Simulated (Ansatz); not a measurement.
**AlN: band gap under strain**

How does strain move the band edges of AlN (zincblende), and do the functionals agree on it? States: no strain; -4.0 % biaxial strain in the (111) plane, free along [111]; -3.0 % biaxial strain in the (111) plane, free along [111].

Program: Ansatz 0.2.0. PAW datasets, plane waves. No spin polarisation and no zero-point or thermal motion.

## 1. The cell

The unstrained cell was relaxed with r2SCAN; in each strained cell the atoms were relaxed again with r2SCAN. Names of k-points are those of the unstrained zone, where strain can split equivalent points. First state: no strain.

Space group F-43m (No. 216), cubic; conventional cell a = 4.370 Å, 10.43 Å³ an atom. Near Al stand 4 N at 1.89 Å; near N stand 4 Al at 1.89 Å.

Coordinates:

```cif
data_structure
_symmetry_space_group_name_H-M 'F-43m'
_symmetry_Int_Tables_number 216
_cell_length_a 4.3698
_cell_length_b 4.3698
_cell_length_c 4.3698
_cell_angle_alpha 90.000
_cell_angle_beta 90.000
_cell_angle_gamma 90.000
_cell_volume 83.44
loop_
_atom_site_label
_atom_site_type_symbol
_atom_site_symmetry_multiplicity
_atom_site_Wyckoff_symbol
_atom_site_fract_x
_atom_site_fract_y
_atom_site_fract_z
_atom_site_occupancy
Al1 Al 4 a 0.00000 0.00000 0.00000 1
N1 N 4 d 0.25000 0.25000 0.75000 1
```

## 2. No strain: PBE

input.yaml

```yaml
crystal:
  lattice:
    - [0.0, 2.1848764125, 2.1848764125]
    - [2.1848764125, 0.0, 2.1848764125]
    - [2.1848764125, 2.1848764125, 0.0]
  atoms:
    - { symbol: Al, position: [0.0, 0.0, 0.0] }
    - { symbol: "N", position: [0.25, 0.25, 0.25] }
kpoints:
  mp_grid: { grid: [10, 10, 10] }
  band_path:
    path:
      - [0.0, 0.0, 0.0]
      - [-0.5, -0.5, 0.0]
      - [-0.375, -0.375, 0.25]
      - [-0.375, 0.0, 0.375]
      - [0.0, 0.0, 0.5]
      - [-0.5, -0.25, 0.25]
      - [0.0, 0.5, 0.5]
    npoints: 1
hamiltonian:
  xc: pbe
scf:
  occupations: { method: fermi_dirac, width: 0.02 }
  n_extra_bands: 4
output:
  forces: true
  stress: true
  eigenvalues: true
```

Started as:

```sh
$ ansatz run input.yaml --threads 2 --pin off --max-ram 29491MiB --backend cpu --events-out ev --progress --plain --runs-dir out
```

The runs that follow: No strain: r2SCAN; No strain: HSE06; No strain: r2SCAN; No strain: G0W0@PBE; -4.0 % biaxial strain in the (111) plane, free along [111]: PBE; -4.0 % biaxial strain in the (111) plane, free along [111]: r2SCAN; -4.0 % biaxial strain in the (111) plane, free along [111]: HSE06; -4.0 % biaxial strain in the (111) plane, free along [111]: r2SCAN; -4.0 % biaxial strain in the (111) plane, free along [111]: G0W0@PBE; -3.0 % biaxial strain in the (111) plane, free along [111]: PBE; -3.0 % biaxial strain in the (111) plane, free along [111]: r2SCAN; -3.0 % biaxial strain in the (111) plane, free along [111]: HSE06; -3.0 % biaxial strain in the (111) plane, free along [111]: r2SCAN; -3.0 % biaxial strain in the (111) plane, free along [111]: G0W0@PBE.

**Question.** What will these runs give?

**Answer**, as computed:

Least gap in eV (negative: overlap), with the change from the unstrained cell in brackets. G0W0 is on its own coarse mesh.

| state | volume change (%) | PBE | r2SCAN | HSE06 | G0W0 |
| --- | --- | --- | --- | --- | --- |
| no strain | +0.0 | 3.33 | 3.94 | 4.55 | 4.68 |
| -4.0 % biaxial strain in the (111) plane, free along [111] | -6.6 | 3.11 (-0.22) | 3.74 (-0.20) | 4.37 (-0.18) | 4.51 (-0.17) |
| -3.0 % biaxial strain in the (111) plane, free along [111] | -4.9 | 3.18 (-0.15) | 3.81 (-0.13) | 4.43 (-0.12) | 4.57 (-0.11) |

What this shows: The largest move of the HSE06 gap in the table is -0.185 eV, under -4.0 % biaxial strain in the (111) plane, free along [111]. PBE and HSE06 differ by 1.23 eV on the unstrained gap, and by at most 0.03 eV on its change: PBE follows the response to strain far better than the gap itself. The G0W0 figures hold for the stated bands, cutoff and mesh and aren't extrapolated.
